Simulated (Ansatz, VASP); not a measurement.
Two plane-wave programs on Ta

File INCAR:

```
SYSTEM = Ta
  PREC = Accurate
  ENCUT = 520
  EDIFF = 1E-6
  ISMEAR = -1
  SIGMA = 0.1
  LREAL = .FALSE.
  LASPH = .TRUE.
  NELM = 100
  ALGO = Normal
  ISIF = 2
  LWAVE = .FALSE.
  LCHARG = .FALSE.
  GGA = B5
  ALDAX = 1.0
  AGGAX = 1.0
  AGGAC = 1.0
  ALDAC = 0.0
  NBANDS = 12
```

File KPOINTS:

```
regular mesh
0
G
  13 13 13
  0 0 0
```

The input POSCAR:

```
Ta
1.0
    2.7406786910      0.0000000000      0.0000000000
    0.0000000000      2.7406786910      0.0000000000
    0.0000000000      0.0000000000      2.7406786910
Ta
1
Direct
    0.0000000000      0.0000000000      0.0000000000
```

Input for Ansatz:

```yaml
crystal:
  lattice:
    - [2.740678691, 0.0, 0.0]
    - [0.0, 2.740678691, 0.0]
    - [0.0, 0.0, 2.740678691]
  atoms:
    - { symbol: Ta, position: [0.0, 0.0, 0.0] }
hamiltonian:
  xc: blyp
  pseudopotentials:
    kind: paw
    azcp:
      Ta: "pseudopotentials/Ta.paw.azcp"
basis:
  ecutwfc: 420
  fft_grid_basis: typed
kpoints:
  mp_grid: { grid: [13, 13, 13], shift: [0, 0, 0] }
magnetization:
  spin_polarized: false
scf:
  occupations: { method: fermi_dirac, width: 0.1 }
  lower_state_search: "off"
output:
  stress: true
```

Alike in both runs: task single point; functional BLYP; k mesh 13 × 13 × 13; occupations fermi-dirac, width 0.1 eV; no spin polarisation.

|  | VASP | Ansatz |
| --- | --- | --- |
| version | VASP 6.6.1 | Ansatz 0.2.0 |
| potentials or method | VASP PAW PBE potentials, release 64 (Ta_pv) | plane waves (420 eV) with PAW, scalar-relativistic |
| plane-wave cutoff (eV) | 520 | 420 |
| valence electrons in the cell | 11 | 13 |

VASP gave:

| Item | Value |
| --- | --- |
| pressure (GPa) | 6.5 |

Task: Estimate Ansatz's values.

Result: Pressure (GPa): 5.8.

The two sets of potentials don't hold the same shells in valence.

Caveats: the PAW data sets were made with another functional, which shifts forces and pressure a little (VASP). Spin-orbit coupling is left out, which matters for the levels of Ta.
